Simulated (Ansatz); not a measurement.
Input and output of a field-response calculation (clamped ions) on BeTe in the zincblende structure (the plane-wave code Ansatz, PBE). Cell and atoms come from a relaxation with r2SCAN.

The input:
```yaml
crystal:
  lattice:
    - [0.0, 2.8286236224, 2.8286236224]
    - [2.8286236224, 0.0, 2.8286236224]
    - [2.8286236224, 2.8286236224, 0.0]
  atoms:
    - { symbol: Be, position: [0.0, 0.0, 0.0] }
    - { symbol: Te, position: [0.25, 0.25, 0.25] }
kpoints:
  mp_grid: { grid: [6, 6, 6] }
hamiltonian:
  xc: pbe
scf:
  occupations: { method: fixed }
dielectric: {}
```

Command: `ansatz run input.yaml --threads 4 --pin off --max-ram 7372MiB --backend cpu --events-out ev --progress --plain --runs-dir out`. Wall time 7.1 s on 4 threads of Arm Neoverse V1 (shared host); peak host memory 0.4 GiB.

Main lines of the log:
```
Functional definition: PBE
Crystal: 2 atoms, lattice volume = 45.264 Å³
Basis set: ecut = 420 eV, 893 PW (Γ)
Bands: 13, of which v1, the nominal top of the filled ones, is band 9 counted from 1 (8 counted from 0)
Symmetry: 24 space group operations
k-points: 46 of 216 (irreducible under 4 space group operations, time reversal used)
SCF 1 converged in 9 iterations: F = -7073.439062 eV  dr2 = 2.40e-11
SCF 1 converged in 4 iterations: F = -7073.444434 eV  dr2 = 2.22e-9
Free energy (F): -7073.439062 eV
Fermi energy:    7.232878 eV
--- Dielectric response (ions clamped): 3 representative field directions + reference, inside a basis on a mesh of 216 k-points ---
  ε∞ (high-frequency dielectric tensor):
        7.421217     0.000000     0.000000
        0.000000     7.421217     0.000000
        0.000000     0.000000     7.421217
  Born effective charges Z* (e; rows j = field, columns β = displacement):
    site 0:
         1.35420    0.00000    0.00000
         0.00000    1.35420    0.00000
         0.00000    0.00000    1.35420
    site 1:
        -1.35420    0.00000    0.00000
         0.00000   -1.35420    0.00000
         0.00000    0.00000   -1.35420
  ε∞ is read to err by 2.1e-2, Z* by 1.7e-2 e
```

The clamped-ion dielectric constant comes out as 7.42 in all directions. Born charges, averaged over directions: Be +1.35, Te -1.35 e.

Calculated for a static, non-magnetic cell.
